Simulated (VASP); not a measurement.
# InPd: equation of state with r2SCAN

InPd:

```xyz
2
Lattice="3.2719 0.0000 0.0000 0.0000 3.2719 0.0000 0.0000 0.0000 3.2719" Properties=species:S:1:pos:R:3 pbc="T T T"
In    0.0000    0.0000    0.0000
Pd    1.6359    1.6359    1.6359
```

The cell comes from a database or a generator and needn't be the stable form of this composition.

```
Program             : VASP 6.6.1
Task                : equation of state
Functional          : r2SCAN
Potentials or basis : VASP PAW PBE potentials, release 64 (In_d, Pd)
Cutoff              : 520 eV
k mesh              : 8 × 8 × 8
Occupations         : fermi-dirac, width 0.05 eV
Spin                : no spin polarisation
```

```yaml
Equilibrium_volume: 17.52 Å³/atom
Bulk_modulus: 134 GPa
Pressure_derivative_of_the_bulk_modulus: "5.4 (rough: it moves with the points fitted)"
```

Energy against volume, from the lowest point:
```csv
volume (Å³/atom),energy (meV/atom)
16.813,13.06
17.163,3.19
17.513,0.00
17.863,2.68
18.214,10.53
```

All runs of the series together: 4.9 min on 1 thread of Intel(R) Xeon(R) Platinum 8259CL CPU @ 2.50GHz (Skylake/Cascade Lake), on a shared host.

Caveat: the PAW data sets were made with another functional, which shifts forces and pressure a little.
